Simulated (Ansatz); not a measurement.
**Ligand exchange: C4H9Br + HOF → C4H10O + BrF**

Species: C4H9Br (2-bromo-2-methylpropane) `CC(C)(C)Br`, singlet; HOF (hypofluorous acid) `OF`, singlet; C4H10O (tert-butanol) `CC(C)(C)O`, singlet; BrF (bromine fluoride), singlet. The partners trade Br for OH: C–Br and F–OH bonds give way to C–OH and F–Br.

Shapes, held fixed at every level: PBE0-D4/def2-TZVP. Flexible molecules stand in one conformer, not always the lowest. Programs: Ansatz 0.2.0. Electronic energies: no zero-point or thermal term.

| level | kind | ΔE (kJ/mol) | less CCSD(T)/def2-TZVPP |
| --- | --- | --- | --- |
| HF/def2-SVP | Hartree–Fock | -163.6 | -20.7 |
| r2SCAN-D4/def2-TZVPP | meta-GGA | -142.8 | +0.1 |
| BHLYP-D4/def2-TZVPP | global hybrid | -158.3 | -15.4 |
| PBE0-D4/def2-TZVPP | global hybrid | -145.4 | -2.5 |
| r2SCAN0-D4/def2-TZVPP | global hybrid | -148.4 | -5.5 |
| wB97M-V/def2-TZVPP | range-separated hybrid | -152.4 | -9.5 |
| CCSD(T)/def2-SVP | coupled cluster or CI | -137.2 | +5.7 |
| CCSD(T)/def2-TZVPP | coupled cluster or CI | -142.9 | 0.0 |

The highest level, CCSD(T)/def2-TZVPP, gives ΔE = -142.9 kJ/mol; the levels span -163.6 to -137.2. The column of differences is taken from that level and isn't an error. No measured value is set beside it here. Relativity is left out for Br. Outer-core shells of Br are correlated in most correlated rows, in sets that cover them unevenly.
